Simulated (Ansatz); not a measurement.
Input:

```xyz
9
Lattice="5.0835 0.0000 0.0000 -2.5418 4.4025 0.0000 0.0000 0.0000 5.8039" Properties=species:S:1:pos:R:3 pbc="T T T"
Ge     2.3191     0.0000     4.8366
Ge    -1.1596     2.0084     0.9673
Ge     1.3822     2.3940     2.9020
O      1.2627     1.3124     4.3012
O      3.3156     0.4373     0.4319
O      3.0470     2.6527     2.3665
O     -1.2791     3.0900     5.3720
O      0.5052     1.7497     1.5027
O      0.7738     3.9651     3.4374
```

No spin polarisation.

Computed with PBE in Ansatz (plane waves to 420 eV, PAW, no spin-orbit coupling). k-mesh 8×8×6 (Γ-centred); smearing 0.05 eV (Fermi–Dirac).

Question: Predict the width of the top valence band.

Answer: 0.23 eV.

Question: Estimate the gap character.

Answer: Indirect, K → Γ.

Load acts through the strain it causes; cell and atoms are relaxed under it. Stability under load was not tested beyond the relaxation. The cell was made from GeO₂ (space group P3_121, No. 152) by this change: uniaxial stress, 0.5 GPa tension along z.

Ansatz is a quantum-chemistry and plane-wave program.
